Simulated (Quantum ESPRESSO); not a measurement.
# TiAl in Quantum ESPRESSO: the effect of target pressure

Crystal: TiAl.

```xyz
2
Lattice="3.1791 0.0000 0.0000 0.0000 3.1791 0.0000 0.0000 0.0000 3.1791" Properties=species:S:1:pos:R:3 pbc="T T T"
Ti    0.0000    0.0000    0.0000
Al    1.5895    1.5895    1.5895
```

The cell comes from a database or a generator and needn't be the stable form of this composition.

Alike in all runs:

* Program: Quantum ESPRESSO 7.5
* Task: phonons
* Functional: PBEsol
* Potentials or basis: GBRV 1.5 PBEsol
* Cutoff: 612 eV
* Density cutoff: 4898 eV
* k mesh: 8 × 8 × 8
* Occupations: cold, width 0.2 eV
* Spin: no spin polarisation

Each run relaxes the cell or the atoms first.

```tsv
target pressure	relaxed volume (Å³/atom)	highest phonon frequency (cm⁻¹)
0 GPa	15.72	324
10 GPa	?	?
25 GPa	13.45	404
50 GPa	12.15	459
80 GPa	11.11	508
```

Task: What does the run with target pressure 10 GPa give?

Result: Relaxed volume 14.61 Å³/atom; highest phonon frequency 361 cm⁻¹.

Worked out: In Murnaghan's law V^(-B') rises as a straight line in P. The other rows fit best with B' = 3.3, V0 = 15.71 Å³/atom and B0 = 123 GPa, which gives 14.62 Å³/atom at 10 GPa, against the run's 14.61. A parabola through the other rows of the highest phonon frequency, of slope 3.16 cm⁻¹ per GPa there, gives 358 cm⁻¹, against the run's 361.

Caveats: the mesh is thin for the phonons of a metal; the cell is more than 3 GPa from zero pressure, which shifts response properties (some runs); the volume moved by over 15 % at a fixed basis, so the end points are rough (some runs).
